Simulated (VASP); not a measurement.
## VASP 6.6.1, r²SCAN single-point calculation, BaHfO3 (strained cubic perovskite)

INCAR

```
NSW = 0
ISMEAR = 0
EDIFF = 1E-7
METAGGA = R2SCAN
LCHARG = .FALSE.
NBANDS = 27
PREC = Accurate
LREAL = .FALSE.
ENCUT = 520
ISIF = 2
IBRION = -1
LASPH = .TRUE.
LWAVE = .FALSE.
NELM = 120
ALGO = Normal
SIGMA = 0.01
```

KPOINTS

```
KPOINTS created by Atomic Simulation Environment
0
Gamma
6 6 6
0 0 0
```

KPOINTS_OPT

```
special points
4
Reciprocal
0.0000000000 0.0000000000 0.0000000000 1
0.0000000000 0.5000000000 0.0000000000 1
0.5000000000 0.5000000000 0.0000000000 1
0.5000000000 0.5000000000 0.5000000000 1
```

POSCAR

```
Ba Hf O
 1.0000000000000000
     4.2605999463000002    0.0000000000000000    0.0000000000000000
     0.0000000000000000    4.2605999463000002    0.0000000000000000
     0.0000000000000000    0.0000000000000000    4.2605999463000002
 Ba  Hf  O
   1   1   3
Cartesian
  0.0000000000000000  0.0000000000000000  0.0000000000000000
  2.1302999731500001  2.1302999731500001  2.1302999731500001
  2.1302999731500001  2.1302999731500001  0.0000000000000000
  2.1302999731500001  0.0000000000000000  2.1302999731500001
  0.0000000000000000  2.1302999731500001  2.1302999731500001
```

VASP ran with the recommended PBE PAW datasets (38 valence electrons in the cell).

Command

```
mpirun -np 1 vasp_std
```

OSZICAR

```
N       E                     dE             d eps       ncg     rms          rms(c)
DAV:   1     0.149162858539E+03    0.14916E+03   -0.21209E+04  1080   0.139E+03
DAV:   2    -0.112839944499E+03   -0.26200E+03   -0.25372E+03  1326   0.320E+02
DAV:   3    -0.125942664784E+03   -0.13103E+02   -0.13036E+02  1375   0.677E+01
DAV:   4    -0.126209068944E+03   -0.26640E+00   -0.26597E+00  1535   0.894E+00
DAV:   5    -0.126217003960E+03   -0.79350E-02   -0.79345E-02  1457   0.106E+00    0.550E+01
DAV:   6    -0.107476569699E+03    0.18740E+02   -0.21555E+01  1323   0.276E+01    0.432E+01
DAV:   7    -0.107829676177E+03   -0.35311E+00   -0.20043E+00  1412   0.796E+00    0.270E+01
DAV:   8    -0.107931422225E+03   -0.10175E+00   -0.81411E-01  1142   0.593E+00    0.101E+01
DAV:   9    -0.107866276435E+03    0.65146E-01   -0.49261E-01  1182   0.375E+00    0.258E+00
DAV:  10    -0.107861089832E+03    0.51866E-02   -0.24159E-02  1194   0.914E-01    0.771E-01
DAV:  11    -0.107861056888E+03    0.32944E-04   -0.16090E-03  1326   0.244E-01    0.632E-02
DAV:  12    -0.107861082127E+03   -0.25238E-04   -0.71251E-05  1326   0.540E-02    0.797E-02
DAV:  13    -0.107861090779E+03   -0.86527E-05   -0.26260E-05  1520   0.392E-02    0.515E-03
DAV:  14    -0.107861088898E+03    0.18811E-05   -0.13584E-06  1350   0.785E-03    0.248E-02
DAV:  15    -0.107861088846E+03    0.51838E-07   -0.27286E-07  1152   0.325E-03
   1 F= -.10786109E+03 E0= -.10786109E+03  d E =-.470673E-49
       N       E                     dE             ncg
DAV:   1     0.668448127007E+03   -0.36963E+04      216
DAV:   2    -0.337030624051E+03   -0.10055E+04      266
DAV:   3    -0.391302645583E+03   -0.54272E+02      277
DAV:   4    -0.392688966521E+03   -0.13863E+01      322
DAV:   5    -0.392702212933E+03   -0.13246E-01      269
DAV:   6    -0.392702660727E+03   -0.44779E-03      319
DAV:   7    -0.392702676287E+03   -0.15561E-04      264
DAV:   8    -0.392702677166E+03   -0.87890E-06      221
DAV:   9    -0.392702677217E+03   -0.50253E-07      208
```

From OUTCAR

```
k-points           NKPTS =     20   k-points in BZ     NKDIM =     20   number of bands    NBANDS=     27

   NELECT =      38.0000    total number of electrons

   dimension x,y,z NGX =    32 NGY =   32 NGZ =   32
   dimension x,y,z NGXF=    64 NGYF=   64 NGZF=   64

  energy-cutoff  :      520.00
  volume of cell :       77.34
      direct lattice vectors                 reciprocal lattice vectors
     4.260599946  0.000000000  0.000000000     0.234708729  0.000000000  0.000000000
     0.000000000  4.260599946  0.000000000     0.000000000  0.234708729  0.000000000
     0.000000000  0.000000000  4.260599946     0.000000000  0.000000000  0.234708729

 k-points in reciprocal lattice and weights: KPOINTS created by Atomic Simulation Env
   0.00000000  0.00000000  0.00000000       0.005
   0.16666667  0.00000000  0.00000000       0.028
   0.33333333  0.00000000  0.00000000       0.028
   0.50000000  0.00000000  0.00000000       0.014
   0.16666667  0.16666667  0.00000000       0.056
   0.33333333  0.16666667  0.00000000       0.111
   0.50000000  0.16666667  0.00000000       0.056
   0.33333333  0.33333333  0.00000000       0.056
   ...

 E-fermi :   1.8726

 k-point     1 :       0.0000    0.0000    0.0000
  band No.  band energies     occupation
      1     -28.3326      2.00000
      2     -28.3326      2.00000
      3     -28.3326      2.00000
      4     -24.3544      2.00000
      5     -15.7240      2.00000
      6     -15.2248      2.00000
      7     -15.2248      2.00000
      8      -9.0630      2.00000
      9      -9.0630      2.00000
     10      -9.0630      2.00000
     11      -0.0420      2.00000
     12      -0.0420      2.00000
     13      -0.0420      2.00000
     14       0.8503      2.00000
     15       0.8503      2.00000
     16       0.8503      2.00000
     17       1.4782      2.00000
     18       1.4782      2.00000
     19       1.4782      2.00000
     20       5.7426      0.00000
     21       5.7426      0.00000
     22       5.7426      0.00000
     23       6.8996      0.00000
     24       6.8996      0.00000
     25       7.8542      0.00000
     26      10.0679      0.00000
     27      10.0679      0.00000

 k-point     2 :       0.1667    0.0000    0.0000
  band No.  band energies     occupation
      1     -28.3592      2.00000
      2     -28.3319      2.00000
      3     -28.3319      2.00000
      4     -24.3410      2.00000
      5     -15.6996      2.00000
      6     -15.2198      2.00000
      7     -15.1251      2.00000
      8      -9.0462      2.00000
      9      -9.0462      2.00000
     10      -9.0265      2.00000
     11      -0.4976      2.00000
     12      -0.0896      2.00000
     13      -0.0896      2.00000
     14       0.6335      2.00000
     15       0.6335      2.00000
     16       0.6778      2.00000
     17       0.9115      2.00000
     18       1.3721      2.00000
     19       1.3721      2.00000
     20       5.8466      0.00000
     21       6.3162      0.00000
     22       6.3162      0.00000
     23       7.3009      0.00000
     24       7.3320      0.00000
     25       8.4254      0.00000
     26      10.0668      0.00000
     27      10.4723      0.00000

 k-point     3 :       0.3333    0.0000    0.0000
  band No.  band energies     occupation
      1     -28.4117      2.00000
      2     -28.3304      2.00000
      3     -28.3304      2.00000
      4     -24.3144      2.00000
      5     -15.7312      2.00000
      6     -15.2105      2.00000
      7     -14.8229      2.00000
      8      -9.0119      2.00000
      9      -9.0119      2.00000
     10      -8.9534      2.00000
     11      -1.5598      2.00000
     12      -0.2116      2.00000
     13      -0.2116      2.00000
     14       0.2552      2.00000
     15       0.2796      2.00000
     16       0.2796      2.00000
     17       0.3727      2.00000
     18       1.2152      2.00000
     19       1.2152      2.00000
     20       6.0868      0.00000
     21       7.5131      0.00000
     22       7.5131      0.00000
     23       8.1277      0.00000
     24       8.2895      0.00000
     25       9.6799      0.00000
     26       9.8830      0.00000
     27      10.0549      0.00000

 k-point     4 :       0.5000    0.0000    0.0000
  band No.  band energies     occupation
      1     -28.4374      2.00000
      2     -28.3297      2.00000
      3     -28.3297      2.00000
      4     -24.3011      2.00000
      5     -15.7647      2.00000
      6     -15.2060      2.00000
      7     -14.6413      2.00000
      8      -8.9946      2.00000
      9      -8.9946      2.00000
     10      -8.9169      2.00000
     11      -2.1031      2.00000
     12      -0.2902      2.00000
     13      -0.2902      2.00000
     14       0.0327      2.00000
     15       0.1407      2.00000
     16       0.1407      2.00000
     17       0.2353      2.00000
     18       1.1525      2.00000
     19       1.1525      2.00000
     20       6.2300      0.00000
     21       8.2289      0.00000
     22       8.2289      0.00000
     23       8.5729      0.00000
     24       8.8430      0.00000
     25       9.5805      0.00000
     26      10.0378      0.00000
     27      10.4835      0.00000

 k-point     5 :       0.1667    0.1667    0.0000
  band No.  band energies     occupation
      1     -28.3591      2.00000
      2     -28.3576      2.00000
      3     -28.3312      2.00000
      4     -24.3294      2.00000
      5     -15.6444      2.00000
      6     -15.1534      2.00000
      7     -15.1084      2.00000
      8      -9.0848      2.00000
      9      -9.0277      2.00000
     10      -8.9715      2.00000
     11      -0.6789      2.00000
     12      -0.3806      2.00000
     13      -0.1298      2.00000
     14       0.1018      2.00000
     15       0.4421      2.00000
     16       0.6766      2.00000
     17       0.8641      2.00000
     18       1.1954      2.00000
     19       1.2356      2.00000
     20       6.3930      0.00000
     21       6.4149      0.00000
     22       6.6197      0.00000
     23       7.7574      0.00000
     24       7.7742      0.00000
     25       8.8223      0.00000
     26      10.3713      0.00000
     27      10.4532      0.00000

 k-point     6 :       0.3333    0.1667    0.0000
  band No.  band energies     occupation
      1     -28.4104      2.00000
      2     -28.3565      2.00000
      3     -28.3298      2.00000
      4     -24.3061      2.00000
      5     -15.6309      2.00000
      6     -15.1338      2.00000
      7     -14.8432      2.00000
      8      -9.0718      2.00000
      9      -8.9901      2.00000
     10      -8.9525      2.00000
     11      -1.5951      2.00000
     12      -0.6635      2.00000
     13      -0.4400      2.00000
     14      -0.2403      2.00000
     15       0.1156      2.00000
     16       0.3945      2.00000
     17       0.8041      2.00000
     18       1.0372      2.00000
     19       1.1027      2.00000
     20       6.6053      0.00000
     21       7.5242      0.00000
     22       7.5515      0.00000
     23       8.5937      0.00000
     24       8.7477      0.00000
     25       9.5648      0.00000
     26      10.0867      0.00000
     27      10.8000      0.00000

 k-point     7 :       0.5000    0.1667    0.0000
  band No.  band energies     occupation
      1     -28.4359      2.00000
      2     -28.3556      2.00000
      3     -28.3290      2.00000
      4     -24.2945      2.00000
      5     -15.6493      2.00000
      6     -15.1307      2.00000
      7     -14.6662      2.00000
      8      -9.0339      2.00000
      9      -8.9746      2.00000
     10      -8.9710      2.00000
     11      -2.1289      2.00000
     12      -0.8311      2.00000
     13      -0.5538      2.00000
     14      -0.3182      2.00000
     15      -0.0131      2.00000
     16       0.3349      2.00000
     17       0.7705      2.00000
     18       0.9610      2.00000
     19       1.0117      2.00000
     20       6.7229      0.00000
     21       8.1891      0.00000
     22       8.2079      0.00000
     23       9.0063      0.00000
     24       9.3076      0.00000
     25       9.6768      0.00000
     26      10.0184      0.00000
     27      10.7322      0.00000

 ...

  Total       -4.6768752     -4.6768752     -4.6768752      0.0000000      0.0000000     -0.0000000
  in kB      -96.8844526    -96.8844526    -96.8844526      0.0000000      0.0000000     -0.0000000
  external PRESSURE =     -96.8844526 kB  Pullay stress =       0.0000000 kB

 POSITION                                       TOTAL-FORCE (eV/Angst)
 -----------------------------------------------------------------------------------
      0.00000      0.00000      0.00000         0.000000      0.000000      0.000000
      2.13030      2.13030      2.13030         0.000000      0.000000      0.000000
      2.13030      2.13030      0.00000         0.000000      0.000000      0.000000
      2.13030      0.00000      2.13030         0.000000      0.000000      0.000000
      0.00000      2.13030      2.13030         0.000000      0.000000      0.000000
 -----------------------------------------------------------------------------------
    total drift:                                0.000000     -0.000000     -0.000000

  FREE ENERGIE OF THE ION-ELECTRON SYSTEM (eV)
  ---------------------------------------------------
  free  energy   TOTEN  =      -107.8610888464 eV

  energy  without entropy=     -107.8610888464  energy(sigma->0) =     -107.86108885
```

The gap between bands v and c is 3.97 eV. The least direct gap is 4.26 eV. The pressure is -9.7 GPa.

Band v is the last that the valence electrons fill when counted band by band, and c is the next.

The run took about 83 s on one core of a shared host (Intel Xeon Platinum 8488C) and held 0.22 GiB at most.
